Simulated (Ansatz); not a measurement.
Crystal: MoS2.

```
Mo S
1.0
     1.58000    0.91221    6.15000
    -1.58000    0.91221    6.15000
     0.00000   -1.82443    6.15000
Mo S
1 2
Cartesian
  0.0000 0.0000 0.0000
  0.0000 0.0000 7.6936
  0.0000 0.0000 4.6125
```

Measurements of this composition are mostly on another form, of space group No. 194.

| Quantity | Value |
| --- | --- |
| Program | Ansatz 0.2.0 |
| Task | single point |
| Functional | PBEsol |
| Potentials or basis | all-electron LAPW, scalar-relativistic |
| Cutoff | 267 eV (chosen from the basis error) |
| Basis error allowed | 0.001 eV/atom |
| k mesh | 10 × 10 × 10 |
| Occupations | fermi-dirac, width 0.05 eV |
| Spin | no spin polarisation |

On this cell: pressure 0.4 GPa; largest force 0.260 eV/Å; band gap on the k mesh 0.91 eV, indirect (least direct gap 1.96 eV).

The same run follows on a disturbed copy (atoms moved at random, drawn with an rms of 0.05 Å):

```
Mo S
1.0
     1.58000    0.91221    6.15000
    -1.58000    0.91221    6.15000
     0.00000   -1.82443    6.15000
Mo S
1 2
Cartesian
  0.0102 -0.0081 -0.0121
  -0.0599 -0.0380 7.7439
  -0.0031 -0.0316 4.5895
```

Q: What changes?

A: The energy moves by +17.0 meV/atom; pressure -3.0 GPa; largest force 1.194 eV/Å; band gap on the k mesh 0.85 eV, indirect (least direct gap 1.91 eV).

Forces on the atoms (eV/Å):
```
Mo  -0.767 -0.504  0.764
S    0.605  0.250 -0.819
S    0.161  0.254  0.055
```

Stress tensor (GPa, compression positive):
```
-3.08 -0.66  2.06
-0.66 -2.15  0.02
 2.06  0.02 -3.66
```

A k mesh can miss the band edges.
